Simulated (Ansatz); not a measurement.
## Lead (simple cubic) across density functionals

All rows: Ansatz, plane waves with scalar-relativistic PAW, 420 eV (500 eV for the SCAN forms), relaxed under each functional, no dispersion correction, no zero-point motion. B₀ comes from uniform scaling at fixed shape; a dash is a value not given.

| functional | V (Å³/atom) | cell | B₀ (GPa) | magnetic state | ΔE to fcc (meV/atom) |
| --- | --- | --- | --- | --- | --- |
| PBE | 34.38 | a = 3.252 Å | 36 | spin not included | 189 |
| r²SCAN | 33.10 | a = 3.211 Å | 41 | spin not included | 128 |
| PBEsol | 32.18 | a = 3.181 Å | 43 | spin not included | 196 |
| LDA | 31.11 | a = 3.145 Å | 47 | spin not included | 175 |
| revPBE | 35.44 | a = 3.285 Å | 32 | spin not included | 191 |
| RPBE | 35.83 | a = 3.297 Å | 31 | spin not included | 192 |
| BLYP | 37.42 | a = 3.345 Å | 28 | spin not included | 111 |

LDA gives the smallest volume and BLYP the largest.
